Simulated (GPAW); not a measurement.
# C in GPAW: convergence with empty bands an atom in the response

Crystal: C.

```
C
1.0
     2.52210    0.00000    0.00000
    -1.26105    2.18420    0.00000
     0.00000    0.00000    8.23710
C
8
Cartesian
  1.2611 0.7281 6.9501
  0.0000 1.4561 2.8315
  1.2611 0.7281 5.4056
  0.0000 1.4561 1.2870
  0.0000 0.0000 7.4649
  0.0000 0.0000 3.3463
  0.0000 0.0000 4.8908
  0.0000 0.0000 0.7722
```

This is a hexagonal form of diamond, not graphite.

- Program: GPAW 26.7.0
- Task: dielectric tensor
- Functional: PBE
- Potentials or basis: GPAW PAW data sets (gpaw-data 1.2.1)
- Cutoff: 650 eV
- Basis: pw
- k mesh: 10 × 10 × 3
- Occupations: fermi-dirac, width 0.001 eV
- Spin: no spin polarisation
- Maxiter: 150
- Response k mesh: 10 × 10 × 3
- Response ecut: 80 eV
- Response bands: 32
- Kernels: ["RPA"]
- Coarser k mesh: 10 × 10 × 3

These are the settings of the first run; the series varies empty bands an atom in the response, with any setting tied to it.

Hardware: 1 thread of Arm Neoverse V2 (shared host).

Problem. The values tried are 2, 3, 5, 8, 12, 18, 26, loosest first. From which on does the dielectric constant stay within 0.05 of the tightest run that finished?

Solution. From 5 on.

```csv
empty bands an atom in the response,dielectric constant,SCF cycles,CPU time (s),peak memory (GiB)
2,5.587,12,70,0.31
3,5.711,12,83,0.32
5,5.752,12,130,0.34
8,5.758,12,200,0.38
12,5.760,12,320,0.42
18,5.761,12,810,0.49
26,5.761,12,1500,0.57
```

The tightest run that finished is the yardstick and may itself not be fully converged.

Caveat, for the tightest run too: the long-wavelength limit can be off by a per cent or two.
